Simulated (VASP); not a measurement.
Write the native input for VASP 6.6.1 that does the following.

* Task: relaxation of the atoms
* Functional: PBE
* Potentials or basis: VASP PAW PBE potentials, release 64 (Se, Ge_d)
* Cutoff: 450 eV
* k mesh: 2 × 2 × 2
* Occupations: gaussian, width 0.01 eV
* Spin: no spin polarisation
* Monkhorst-Pack mesh: yes
* Further INCAR settings: PREC = Normal; LREAL = Auto; ALGO = Normal; EDIFF = 1e-06; ISYM = 0; IBRION = 2; EDIFFG = -0.025; NSW = 70

The structure of Ge15Se17 (a cell with a defect) lies in POSCAR:

```
Ge15Se17
1.0
    0.0000000000      7.7675420000     -4.5225270000
    0.0000000000     -7.7675420000     -4.5225270000
  -11.1847690000      0.0000000000      0.0000000000
Se Ge
17 15
Direct
    0.0072454900      0.1318707100      0.8642304400
    0.1879655000      0.3129655000      0.1471840000
    0.4379655000      0.0629655000      0.1471840000
    0.9379655000      0.5629655000      0.1471840000
    0.6879655000      0.8129655000      0.1471840000
    0.4370345000      0.5620345000      0.6471840000
    0.6870345000      0.3120345000      0.6471840000
    0.1870345000      0.8120345000      0.6471840000
    0.9437310500      0.0639357400      0.6510496900
    0.8129655000      0.1879655000      0.3528160000
    0.0629655000      0.9379655000      0.3528160000
    0.5629655000      0.4379655000      0.3528160000
    0.3129655000      0.6879655000      0.3528160000
    0.0657361700      0.4445371800      0.8555738400
    0.3099308100      0.1909042300      0.8541343600
    0.8120345000      0.6870345000      0.8528160000
    0.5620345000      0.9370345000      0.8528160000
    0.2463625000      0.8713625000      0.8734900000
    0.7463625000      0.3713625000      0.8734900000
    0.4963625000      0.6213625000      0.8734900000
    0.1286375000      0.2536375000      0.3734900000
    0.3786375000      0.0036375000      0.3734900000
    0.8786375000      0.5036375000      0.3734900000
    0.6286375000      0.7536375000      0.3734900000
    0.1213625000      0.4963625000      0.6265100000
    0.3713625000      0.2463625000      0.6265100000
    0.8713625000      0.7463625000      0.6265100000
    0.6213625000      0.9963625000      0.6265100000
    0.2536375000      0.6286375000      0.1265100000
    0.5036375000      0.3786375000      0.1265100000
    0.0036375000      0.8786375000      0.1265100000
    0.7536375000      0.1286375000      0.1265100000
```

The input as run:

INCAR

```
SYSTEM = Ge15Se17
ALGO = Normal ; EDIFF = 1E-6
EDIFFG = -0.025 ; ENCUT = 450
GGA = PE ; IBRION = 2
ICORELEVEL = 1 ; ISIF = 2
ISMEAR = 0 ; ISYM = 0
LASPH = .True. ; LCHARG = .False.
LREAL = Auto ; LUSENCCL = .False.
LWAVE = .False. ; NELM = 80
NSW = 70 ; PREC = Normal
SIGMA = 0.01
```

KPOINTS

```
k-points
0
Monkhorst
  2 2 2
  0 0 0
```

Potentials or basis: VASP PAW PBE potentials, release 64 (Se, Ge_d).

Command:

```console
$ cat potpaw_PBE.64/Se/POTCAR potpaw_PBE.64/Ge_d/POTCAR > POTCAR
$ mpirun -np 1 vasp_std > vasp.out
```

Results of the run:

| Property | Result |
| --- | --- |
| Energy gained by relaxing | 32.0 meV/atom |
| Ionic steps | 24 |
| Pressure after relaxing | 0.0 GPa |
| Largest force after relaxing | 0.023 eV/Å |

Run time: 59 min on 1 × NVIDIA H100 80GB with 1 thread of AMD EPYC 7R13 Processor (Zen 3), with other jobs on the host, peak memory 1.5 GiB.
